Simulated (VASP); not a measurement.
**Ge in VASP: how settings move the PBE single point**

The PBE single point of Ge in the diamond structure, under -1.5 % equal strain in all directions is repeated with altered inputs. Which of them can be trusted?

The runs shown are made with VASP 6.6.1. PAW datasets, plane waves. No spin polarisation and no zero-point or thermal motion.

## (1) Starting point

The cell comes from an earlier relaxation with r2SCAN in another program.

It is cubic, Fd-3m (No. 227); a = 5.589 Å in the conventional setting, 21.82 Å³ an atom. Around Ge lie 4 Ge at 2.42 Å.

Coordinates:

```
CELL_PARAMETERS angstrom
0.00000 2.79432 2.79432
2.79432 0.00000 2.79432
2.79432 2.79432 0.00000
ATOMIC_POSITIONS crystal
Ge 0.00000 0.00000 0.00000
Ge 0.25000 0.25000 0.25000
```

## (2) The reference run

The input, INCAR:

```
ENCUT = 520.000000
SIGMA = 0.020000
EDIFF = 1.00e-07
GGA = PE
PREC = Accurate
IBRION = -1
ISIF = 2
ISMEAR = -1
NBANDS = 21
NELM = 120
NSW = 0
LASPH = .TRUE.
LCHARG = .TRUE.
LELF = .TRUE.
LWAVE = .FALSE.
LREAL = .FALSE.
```

The input, KPOINTS:

```
KPOINTS created by Atomic Simulation Environment
0
Gamma
8 8 8
0 0 0
```

The input, POSCAR:

```
Ge
 1.0000000000000000
     0.0000000000000000    2.7943204094000000    2.7943204094000000
     2.7943204094000000    0.0000000000000000    2.7943204094000000
     2.7943204094000000    2.7943204094000000    0.0000000000000000
 Ge
   2
Cartesian
  0.0000000000000000  0.0000000000000000  0.0000000000000000
  1.3971602047000000  1.3971602047000000  1.3971602047000000
```

A file KPOINTS_OPT adds named points for the levels; it doesn't enter the self-consistent loop.

Potentials: the recommended PBE PAW datasets, 28 valence electrons.

Started as:

```
> mpirun -np 1 vasp_std
```

The closing lines of the self-consistent loop in OSZICAR:

```text
DAV:  11    -0.894744241233E+01   -0.14554E-05   -0.49300E-06  1400   0.340E-02    0.163E-03
DAV:  12    -0.894744252346E+01   -0.11113E-06   -0.16381E-07  1118   0.453E-03    0.530E-04
DAV:  13    -0.894744251569E+01    0.77689E-08   -0.13934E-08   799   0.155E-03
   1 F= -.89474425E+01 E0= -.89474412E+01  d E =-.256421E-05
```

Run time: 32 s. Hardware: 1 MPI rank of Intel Xeon Platinum 8488C, shared host; peak memory 0.19 GiB.

Values of the reference: energy (σ→0) -8.9474 eV, pressure 6.56 GPa, gap on the mesh 0.30 eV.

## (3) Try 1

The input, INCAR:

```
ENCUT = 520.000000
SIGMA = 0.020000
GGA = PE
PREC = Accurate
IBRION = -1
ISIF = 2
ISMEAR = -1
NBANDS = 21
NSW = 0
LASPH = .TRUE.
LCHARG = .FALSE.
LWAVE = .FALSE.
LREAL = .FALSE.
EDIFF = 1e-08
NELM = 79
```

KPOINTS is that of step 2.

POSCAR is that of step 2.

Started as:

```
> mpirun -np 1 vasp_std
```

Standard output, without the iteration lines:

```text
POSCAR found type information on POSCAR Ge
 POSCAR found :  1 types and       2 ions
 LDA part: xc-table for (Slater+PW92), standard interpolation
 POSCAR, INCAR and KPOINTS ok, starting setup
 FFT: planning ... GRIDC
 FFT: planning ... GRID_SOFT
 FFT: planning ... GRID
 WAVECAR not read
 entering main loop
```

OSZICAR:

```text
N       E                     dE             d eps       ncg     rms          rms(c)
DAV:   1     0.188252224704E+03    0.18825E+03   -0.14413E+04  1354   0.366E+03
DAV:   2     0.179357821855E+02   -0.17032E+03   -0.16447E+03  1228   0.624E+02
DAV:   3    -0.819113020479E+01   -0.26127E+02   -0.25836E+02  1378   0.142E+02
DAV:   4    -0.903394014628E+01   -0.84281E+00   -0.84223E+00  1413   0.297E+01
DAV:   5    -0.904771624954E+01   -0.13776E-01   -0.13776E-01  1358   0.418E+00    0.337E+00
DAV:   6    -0.898033268558E+01    0.67384E-01   -0.23349E-02  1406   0.139E+00    0.200E+00
DAV:   7    -0.894551970401E+01    0.34813E-01   -0.53491E-02  1385   0.198E+00    0.151E-01
DAV:   8    -0.894729220166E+01   -0.17725E-02   -0.59753E-03  1353   0.881E-01    0.442E-02
DAV:   9    -0.894742922232E+01   -0.13702E-03   -0.20400E-04  1397   0.186E-01    0.154E-02
DAV:  10    -0.894744095693E+01   -0.11735E-04   -0.28691E-05  1406   0.669E-02    0.650E-03
DAV:  11    -0.894744241233E+01   -0.14554E-05   -0.49300E-06  1400   0.340E-02    0.163E-03
DAV:  12    -0.894744252428E+01   -0.11195E-06   -0.17195E-07  1366   0.453E-03    0.545E-04
DAV:  13    -0.894744251329E+01    0.10984E-07   -0.19106E-08  1117   0.227E-03    0.182E-04
DAV:  14    -0.894744248944E+01    0.23860E-07   -0.23325E-09   809   0.489E-04    0.192E-05
DAV:  15    -0.894744249067E+01   -0.12305E-08   -0.34197E-10   679   0.232E-04
   1 F= -.89474425E+01 E0= -.89474412E+01  d E =-.256457E-05
```

Parts of OUTCAR:

```text
k-points           NKPTS =     29   k-points in BZ     NKDIM =     29   number of bands    NBANDS=     21

   NELECT =      28.0000    total number of electrons

   dimension x,y,z NGX =    30 NGY =   30 NGZ =   30
   dimension x,y,z NGXF=    60 NGYF=   60 NGZF=   60

  energy-cutoff  :      520.00
  volume of cell :       43.64
      direct lattice vectors                 reciprocal lattice vectors
     0.000000000  2.794320409  2.794320409    -0.178934384  0.178934384  0.178934384
     2.794320409  0.000000000  2.794320409     0.178934384 -0.178934384  0.178934384
     2.794320409  2.794320409  0.000000000     0.178934384  0.178934384 -0.178934384

 k-points in reciprocal lattice and weights: KPOINTS created by Atomic Simulation Env
   0.00000000  0.00000000  0.00000000       0.002
   0.12500000  0.00000000  0.00000000       0.016
   0.25000000  0.00000000  0.00000000       0.016
   0.37500000  0.00000000  0.00000000       0.016
   0.50000000  0.00000000  0.00000000       0.008
   0.12500000  0.12500000  0.00000000       0.012
   0.25000000  0.12500000  0.00000000       0.047
   0.37500000  0.12500000  0.00000000       0.047
[... 21 more k-points ...]

 E-fermi :   5.5089

 k-point     1 :       0.0000    0.0000    0.0000
  band No.  band energies     occupation
      1     -19.5100      2.00000
      2     -19.5100      2.00000
      3     -19.5100      2.00000
      4     -19.4709      2.00000
      5     -19.4709      2.00000
      6     -19.2396      2.00000
      7     -19.2396      2.00000
      8     -19.2396      2.00000
      9     -19.2224      2.00000
     10     -19.2224      2.00000
     11      -7.6983      2.00000
     12       5.3619      1.99872
     13       5.3619      1.99872
     14       5.3619      1.99872
     15       5.7391      0.00002
     16       7.9299      0.00000
     17       7.9299      0.00000
     18       7.9299      0.00000
     19      11.8759      0.00000
     20      14.9428      0.00000
     21      14.9428      0.00000

 k-point     2 :       0.1250    0.0000    0.0000
  band No.  band energies     occupation
      1     -19.5190      2.00000
      2     -19.5190      2.00000
      3     -19.5073      2.00000
      4     -19.4582      2.00000
      5     -19.4582      2.00000
      6     -19.2518      2.00000
      7     -19.2518      2.00000
      8     -19.2428      2.00000
      9     -19.2121      2.00000
     10     -19.2121      2.00000
     11      -7.5012      2.00000
     12       3.0506      2.00000
     13       5.0094      2.00000
     14       5.0094      2.00000
     15       6.5753      0.00000
     16       8.3986      0.00000
     17       8.3986      0.00000
     18       8.9764      0.00000
     19      12.8314      0.00000
     20      14.0006      0.00000
     21      14.0006      0.00000

[... the tables of k-points 3 to 29 left out ...]

  Total        1.7879206      1.7879206      1.7879206     -0.0000000      0.0000000     -0.0000000
  in kB       65.6447817     65.6447817     65.6447817     -0.0000000      0.0000000     -0.0000000
  external PRESSURE =      65.6447817 kB  Pullay stress =       0.0000000 kB

 POSITION                                       TOTAL-FORCE (eV/Angst)
 -----------------------------------------------------------------------------------
      0.00000      0.00000      0.00000        -0.000000     -0.000000     -0.000000
      1.39716      1.39716      1.39716         0.000000      0.000000      0.000000
 -----------------------------------------------------------------------------------
    total drift:                                0.000000     -0.000000      0.000000

  FREE ENERGIE OF THE ION-ELECTRON SYSTEM (eV)
  ---------------------------------------------------
  free  energy   TOTEN  =        -8.9474424907 eV

  energy  without entropy=       -8.9474399261  energy(sigma->0) =       -8.94744121
```

Run time: 36 s. Hardware: 1 MPI rank of Intel Xeon Platinum 8488C, shared host; peak memory 0.17 GiB.

Changed: EDIFF = 1e-08, NELM = 79. VASP runs to the end. Against the reference the energy moves by less than 0.1 meV/atom.

## (4) Try 2

Changes to INCAR since step 2:

```diff
@@ -12,4 +12,3 @@
 LASPH = .TRUE.
-LCHARG = .TRUE.
-LELF = .TRUE.
+LCHARG = .FALSE.
 LWAVE = .FALSE.
```

The input, KPOINTS:

```
KPOINTS created by Atomic Simulation Environment
0
Gamma
3 3 3
0 0 0
```

POSCAR is that of step 2.

Started as:

```
> mpirun -np 1 vasp_std
```

Printed to the terminal (iteration lines stand in OSZICAR):

```text
POSCAR found type information on POSCAR Ge
 POSCAR found :  1 types and       2 ions
 LDA part: xc-table for (Slater+PW92), standard interpolation
 POSCAR, INCAR and KPOINTS ok, starting setup
 FFT: planning ... GRIDC
 FFT: planning ... GRID_SOFT
 FFT: planning ... GRID
 WAVECAR not read
 entering main loop
```

OSZICAR:

```text
N       E                     dE             d eps       ncg     rms          rms(c)
DAV:   1     0.183068728333E+03    0.18307E+03   -0.14558E+04   186   0.373E+03
DAV:   2     0.191346416220E+02   -0.16393E+03   -0.15893E+03   168   0.603E+02
DAV:   3    -0.724397834037E+01   -0.26379E+02   -0.26063E+02   188   0.140E+02
DAV:   4    -0.829004991045E+01   -0.10461E+01   -0.10456E+01   193   0.327E+01
DAV:   5    -0.830693012087E+01   -0.16880E-01   -0.16880E-01   183   0.465E+00    0.366E+00
DAV:   6    -0.821385155755E+01    0.93079E-01   -0.32651E-02   203   0.142E+00    0.219E+00
DAV:   7    -0.817194439573E+01    0.41907E-01   -0.83991E-02   200   0.223E+00    0.181E-01
DAV:   8    -0.817552407080E+01   -0.35797E-02   -0.76980E-03   178   0.803E-01    0.531E-02
DAV:   9    -0.817584684987E+01   -0.32278E-03   -0.38642E-04   188   0.169E-01    0.174E-02
DAV:  10    -0.817585787541E+01   -0.11026E-04   -0.23534E-05   184   0.575E-02    0.754E-03
DAV:  11    -0.817586049673E+01   -0.26213E-05   -0.51989E-06   183   0.244E-02    0.160E-03
DAV:  12    -0.817586063726E+01   -0.14053E-06   -0.21819E-07   156   0.423E-03    0.573E-04
DAV:  13    -0.817586063860E+01   -0.13351E-08   -0.37208E-08   138   0.242E-03
   1 F= -.81758606E+01 E0= -.81758590E+01  d E =-.331607E-05
```

Parts of OUTCAR:

```text
k-points           NKPTS =      4   k-points in BZ     NKDIM =      4   number of bands    NBANDS=     21

   NELECT =      28.0000    total number of electrons

   dimension x,y,z NGX =    30 NGY =   30 NGZ =   30
   dimension x,y,z NGXF=    60 NGYF=   60 NGZF=   60

  energy-cutoff  :      520.00
  volume of cell :       43.64
      direct lattice vectors                 reciprocal lattice vectors
     0.000000000  2.794320409  2.794320409    -0.178934384  0.178934384  0.178934384
     2.794320409  0.000000000  2.794320409     0.178934384 -0.178934384  0.178934384
     2.794320409  2.794320409  0.000000000     0.178934384  0.178934384 -0.178934384

 k-points in reciprocal lattice and weights: KPOINTS created by Atomic Simulation Env
   0.00000000  0.00000000  0.00000000       0.037
   0.33333333  0.00000000  0.00000000       0.296
   0.33333333  0.33333333  0.00000000       0.222
  -0.33333333  0.33333333  0.00000000       0.444

 E-fermi :   5.6684

 k-point     1 :       0.0000    0.0000    0.0000
  band No.  band energies     occupation
      1     -19.3785      2.00000
      2     -19.3785      2.00000
      3     -19.3785      2.00000
      4     -19.3416      2.00000
      5     -19.3416      2.00000
      6     -19.1091      2.00000
      7     -19.1091      2.00000
      8     -19.1091      2.00000
      9     -19.0925      2.00000
     10     -19.0925      2.00000
     11      -7.6053      2.00000
     12       5.4630      1.99993
     13       5.4630      1.99993
     14       5.4630      1.99993
     15       5.8520      0.00021
     16       7.9906      0.00000
     17       7.9906      0.00000
     18       7.9906      0.00000
     19      12.0273      0.00000
     20      14.9856      0.00000
     21      14.9856      0.00000

 k-point     2 :       0.3333    0.0000    0.0000
  band No.  band energies     occupation
      1     -19.4030      2.00000
      2     -19.4030      2.00000
      3     -19.3646      2.00000
      4     -19.3010      2.00000
      5     -19.3010      2.00000
      6     -19.1424      2.00000
      7     -19.1424      2.00000
      8     -19.1256      2.00000
      9     -19.0663      2.00000
     10     -19.0663      2.00000
     11      -6.2855      2.00000
     12      -0.7405      2.00000
     13       4.2354      2.00000
     14       4.2354      2.00000
     15       5.9871      0.00000
     16       9.2388      0.00000
     17       9.2388      0.00000
     18      12.6802      0.00000
     19      13.4737      0.00000
     20      14.4916      0.00000
     21      14.4916      0.00000

[... the tables of k-points 3 to 4 left out ...]

  Total        2.0858038      2.0858038      2.0858038      0.0000000      0.0000000      0.0000000
  in kB       76.5817751     76.5817751     76.5817751      0.0000000      0.0000000      0.0000000
  external PRESSURE =      76.5817751 kB  Pullay stress =       0.0000000 kB

 POSITION                                       TOTAL-FORCE (eV/Angst)
 -----------------------------------------------------------------------------------
      0.00000      0.00000      0.00000         0.000000     -0.000000      0.000000
      1.39716      1.39716      1.39716        -0.000000      0.000000     -0.000000
 -----------------------------------------------------------------------------------
    total drift:                                0.000000     -0.000000      0.000000

  FREE ENERGIE OF THE ION-ELECTRON SYSTEM (eV)
  ---------------------------------------------------
  free  energy   TOTEN  =        -8.1758606386 eV

  energy  without entropy=       -8.1758573225  energy(sigma->0) =       -8.17585898
```

Wall time 7.8 s (1 MPI rank of Intel Xeon Platinum 8488C, shared host); peak memory 0.15 GiB.

Changed: mesh 3×3×3. VASP runs to the end. Against the reference the energy moves by +385.8 meV/atom; the pressure goes from 6.6 to 7.7 GPa, the gap on the mesh goes from 0.30 to 0.39 eV. These settings are too coarse to quote the result as the crystal's.

## (5) Try 3

The input, INCAR:

```
ENCUT = 520.000000
GGA = PE
PREC = Accurate
IBRION = -1
ISIF = 2
NBANDS = 21
NSW = 0
LASPH = .TRUE.
LCHARG = .FALSE.
LWAVE = .FALSE.
LREAL = .FALSE.
EDIFF = 1e-09
ISMEAR = 1
SIGMA = 0.3
NELM = 63
```

KPOINTS is that of step 2.

POSCAR is that of step 2.

Started as:

```
> mpirun -np 1 vasp_std
```

Printed to the terminal (iteration lines stand in OSZICAR):

```text
POSCAR found type information on POSCAR Ge
 POSCAR found :  1 types and       2 ions
 LDA part: xc-table for (Slater+PW92), standard interpolation
 POSCAR, INCAR and KPOINTS ok, starting setup
 FFT: planning ... GRIDC
 FFT: planning ... GRID_SOFT
 FFT: planning ... GRID
 WAVECAR not read
 entering main loop
```

OSZICAR:

```text
N       E                     dE             d eps       ncg     rms          rms(c)
DAV:   1     0.188251264392E+03    0.18825E+03   -0.14413E+04  1354   0.366E+03
DAV:   2     0.179323861511E+02   -0.17032E+03   -0.16447E+03  1228   0.624E+02
DAV:   3    -0.819045612144E+01   -0.26123E+02   -0.25857E+02  1378   0.142E+02
DAV:   4    -0.903330600007E+01   -0.84285E+00   -0.84226E+00  1413   0.297E+01
DAV:   5    -0.904708327776E+01   -0.13777E-01   -0.13777E-01  1358   0.418E+00    0.337E+00
DAV:   6    -0.897961822731E+01    0.67465E-01   -0.23379E-02  1406   0.139E+00    0.200E+00
DAV:   7    -0.894478280539E+01    0.34835E-01   -0.53582E-02  1385   0.198E+00    0.150E-01
DAV:   8    -0.894655804026E+01   -0.17752E-02   -0.59680E-03  1353   0.881E-01    0.444E-02
DAV:   9    -0.894669701038E+01   -0.13897E-03   -0.20636E-04  1397   0.186E-01    0.154E-02
DAV:  10    -0.894670852886E+01   -0.11518E-04   -0.28623E-05  1406   0.669E-02    0.651E-03
DAV:  11    -0.894670996046E+01   -0.14316E-05   -0.48436E-06  1392   0.336E-02    0.164E-03
DAV:  12    -0.894671007815E+01   -0.11769E-06   -0.17217E-07  1366   0.444E-03    0.540E-04
DAV:  13    -0.894671006734E+01    0.10808E-07   -0.19306E-08  1405   0.222E-03    0.180E-04
DAV:  14    -0.894671004427E+01    0.23070E-07   -0.16482E-09  1111   0.393E-04    0.206E-05
DAV:  15    -0.894671004578E+01   -0.15043E-08   -0.11632E-10   764   0.112E-04    0.164E-05
DAV:  16    -0.894671004627E+01   -0.48931E-09   -0.40789E-11   709   0.975E-05
   1 F= -.89467100E+01 E0= -.89474095E+01  d E =0.209827E-02
```

OUTCAR, selected sections:

```text
k-points           NKPTS =     29   k-points in BZ     NKDIM =     29   number of bands    NBANDS=     21

   NELECT =      28.0000    total number of electrons

   dimension x,y,z NGX =    30 NGY =   30 NGZ =   30
   dimension x,y,z NGXF=    60 NGYF=   60 NGZF=   60

  energy-cutoff  :      520.00
  volume of cell :       43.64
      direct lattice vectors                 reciprocal lattice vectors
     0.000000000  2.794320409  2.794320409    -0.178934384  0.178934384  0.178934384
     2.794320409  0.000000000  2.794320409     0.178934384 -0.178934384  0.178934384
     2.794320409  2.794320409  0.000000000     0.178934384  0.178934384 -0.178934384

 k-points in reciprocal lattice and weights: KPOINTS created by Atomic Simulation Env
   0.00000000  0.00000000  0.00000000       0.002
   0.12500000  0.00000000  0.00000000       0.016
   0.25000000  0.00000000  0.00000000       0.016
   0.37500000  0.00000000  0.00000000       0.016
   0.50000000  0.00000000  0.00000000       0.008
   0.12500000  0.12500000  0.00000000       0.012
   0.25000000  0.12500000  0.00000000       0.047
   0.37500000  0.12500000  0.00000000       0.047
[... 21 more k-points ...]

 E-fermi :   5.5018

 k-point     1 :       0.0000    0.0000    0.0000
  band No.  band energies     occupation
      1     -19.5092      2.00000
      2     -19.5092      2.00000
      3     -19.5092      2.00000
      4     -19.4701      2.00000
      5     -19.4701      2.00000
      6     -19.2388      2.00000
      7     -19.2388      2.00000
      8     -19.2388      2.00000
      9     -19.2216      2.00000
     10     -19.2216      2.00000
     11      -7.6980      2.00000
     12       5.3623      1.70053
     13       5.3623      1.70049
     14       5.3623      1.70049
     15       5.7396      0.02369
     16       7.9301     -0.00000
     17       7.9301     -0.00000
     18       7.9301     -0.00000
     19      11.8764      0.00000
     20      14.9429      0.00000
     21      14.9429      0.00000

 k-point     2 :       0.1250    0.0000    0.0000
  band No.  band energies     occupation
      1     -19.5182      2.00000
      2     -19.5182      2.00000
      3     -19.5065      2.00000
      4     -19.4574      2.00000
      5     -19.4574      2.00000
      6     -19.2510      2.00000
      7     -19.2510      2.00000
      8     -19.2420      2.00000
      9     -19.2113      2.00000
     10     -19.2113      2.00000
     11      -7.5008      2.00000
     12       3.0510      2.00000
     13       5.0098      2.04246
     14       5.0098      2.04246
     15       6.5757     -0.00001
     16       8.3989     -0.00000
     17       8.3989     -0.00000
     18       8.9767     -0.00000
     19      12.8318      0.00000
     20      14.0008      0.00000
     21      14.0008      0.00000

[... the tables of k-points 3 to 29 left out ...]

  Total        1.7911376      1.7911376      1.7911376     -0.0000000      0.0000000     -0.0000000
  in kB       65.7628963     65.7628963     65.7628963     -0.0000000      0.0000000     -0.0000000
  external PRESSURE =      65.7628963 kB  Pullay stress =       0.0000000 kB

 POSITION                                       TOTAL-FORCE (eV/Angst)
 -----------------------------------------------------------------------------------
      0.00000      0.00000      0.00000         0.000000     -0.000000     -0.000000
      1.39716      1.39716      1.39716        -0.000000      0.000000      0.000000
 -----------------------------------------------------------------------------------
    total drift:                                0.000000     -0.000000      0.000000

  FREE ENERGIE OF THE ION-ELECTRON SYSTEM (eV)
  ---------------------------------------------------
  free  energy   TOTEN  =        -8.9467100463 eV

  energy  without entropy=       -8.9488083156  energy(sigma->0) =       -8.94740947
```

It took 31 s on 1 MPI rank of Intel Xeon Platinum 8488C, shared host; peak memory 0.17 GiB.

Changed: EDIFF = 1e-09, ISMEAR = 1, SIGMA = 0.3, NELM = 63. The run ends normally. Against the reference the energy moves by less than 0.1 meV/atom. Methfessel–Paxton smearing doesn't suit an insulator: it can give occupations over two and under zero at the band edges, with a Fermi level inside a band.

## (6) Comparison

| run | changed | ending | energy change (meV/atom) | pressure (GPa) | gap on the mesh (eV; negative: overlap) | electronic steps | time | usable |
| --- | --- | --- | --- | --- | --- | --- | --- | --- |
| ref. | – | converged | 0 | 6.6 | 0.30 | 13 | 32 s | yes |
| 1 | EDIFF = 1e-08, NELM = 79 | converged | 0.0 | 6.6 | 0.30 | 15 | 36 s | yes |
| 2 | mesh 3×3×3 | converged | 385.8 | 7.7 | 0.39 | 13 | 7.8 s | no |
| 3 | EDIFF = 1e-09, ISMEAR = 1, SIGMA = 0.3, NELM = 63 | converged | 0.0 | 6.6 | 0.30 | 16 | 31 s | no |

What this shows: Of 3 altered inputs, 2 ended normally on a faulty or unsound input, 1 gave usable results.
